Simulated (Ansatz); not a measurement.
CuI (Marshite):

```
I Cu
1.0
     0.00000    3.03150    3.03150
     3.03150    0.00000    3.03150
     3.03150    3.03150    0.00000
I Cu
1 1
Direct
  0.00000 0.00000 0.00000
  0.75000 0.75000 0.75000
```

| Property | Result |
| --- | --- |
| Program | Ansatz 0.2.0 |
| Task | relaxation of cell and atoms |
| Functional | LDA |
| Potentials or basis | all-electron LAPW, scalar-relativistic |
| Basis error allowed | 0.001 eV/atom |
| k mesh | 8 × 8 × 8 |
| Occupations | fermi-dirac, width 0.05 eV |
| Spin | no spin polarisation |

At the start: volume 27.86 Å³/atom.

Q: How do energy, volume and symmetry change on relaxing?

A: Over 5 steps the energy falls by 40.9 meV/atom and the volume is 25.19 Å³/atom (-9.6 %); space group F-43m (No. 216, to 0.05 Å).

The path:
```tsv
step	energy change (eV)	largest force (eV/Å)	volume (Å³)
1	0.0000	0.0000	55.72
2	-0.0815	0.0000	50.11
3	-0.0818	0.0000	50.43
4	-0.0818	0.0000	50.37
5	-0.0818	0.0000	50.37
```

Final structure:
```
I Cu
1.0
     0.00000    2.93122    2.93122
     2.93122    0.00000    2.93122
     2.93122    2.93122    0.00000
I Cu
1 1
Cartesian
  0.0000 0.0000 0.0000
  4.3968 4.3968 4.3968
```
